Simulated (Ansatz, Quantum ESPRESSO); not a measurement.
This is a calculation of WS2 for Quantum ESPRESSO 7.5. Atoms were shifted at random by some hundredths of an Å from the given cell, which wasn't relaxed again for these runs. 

File pw.in:

```
&CONTROL
  calculation = 'scf'
  prefix = 'pwscf'
  outdir = './tmp'
  pseudo_dir = './pseudo'
  tprnfor = .true.
  tstress = .true.
  disk_io = 'nowf'
/
&SYSTEM
  ibrav = 0
  nat = 3
  ntyp = 2
  ecutwfc = 56
  ecutrho = 448
  nbnd = 20
  occupations = 'smearing'
  smearing = 'fd'
  degauss = 0.00367493
/
&ELECTRONS
  conv_thr = 6d-10
  electron_maxstep = 120
  mixing_beta = 0.5
/
ATOMIC_SPECIES
W    183.8400 w_pbesol_v1.2.uspp.F.UPF
S     32.0600 s_pbesol_v1.4.uspp.F.UPF
CELL_PARAMETERS angstrom
   3.1835163552    0.0000000000    0.0000000000
  -1.5917581776    2.7570060369    0.0000000000
   0.0000000000    0.0000000000   16.9505778900
ATOMIC_POSITIONS crystal
W     -0.0022520000    0.0009590000   -0.0023540000
S      0.3398470000    0.6594670000    0.0928740000
S      0.3315340000    0.6584820000    0.9087850000
K_POINTS automatic
10 10 2 0 0 0
```

Potentials or basis: GBRV 1.5 PBEsol.

The run is started by

```sh
$ OMP_NUM_THREADS=1 mpirun -n 2 pw.x -nk 2 -in pw.in > pw.out
```

Problem. Translate it to Ansatz 0.2.0. Potentials or basis there: all-electron LAPW, scalar-relativistic.

Solution. As run (cutoffs and basis follow the program's own potentials, and thresholds, step limits or extra output files can differ):

The input input.yaml:

```yaml
crystal:
  lattice:
    - [3.1835163552, 0.0, 0.0]
    - [-1.5917581776, 2.7570060369, 0.0]
    - [0.0, 0.0, 16.95057789]
  atoms:
    - { symbol: W, position: [-0.002252, 0.000959, -0.002354] }
    - { symbol: S, position: [0.339847, 0.659467, 0.092874] }
    - { symbol: S, position: [0.331534, 0.658482, 0.908785] }
kpoints:
  mp_grid: { grid: [10, 10, 2] }
scf:
  occupations: { method: fermi_dirac, width: 0.05 }
hamiltonian:
  xc: pbesol
  pseudopotentials: { kind: all_electron, lapw: { basis_error: 0.001 } }
output:
  forces: true
  stress: true
  eigenvalues: true
  populations: true
```

Potentials or basis: all-electron LAPW, scalar-relativistic.

Launch:

```bash
$ ansatz run input.yaml --threads 2 --pin off --max-ram 8192MiB --backend cpu --events-out ev --progress --plain --runs-dir out
```

Both were run:

|  | Quantum ESPRESSO | Ansatz |
| --- | --- | --- |
| Largest force | 1.890 eV/Å | 1.878 eV/Å |

Where Ansatz's input types no cutoff or centring, it takes its own default and a Γ-centred mesh.
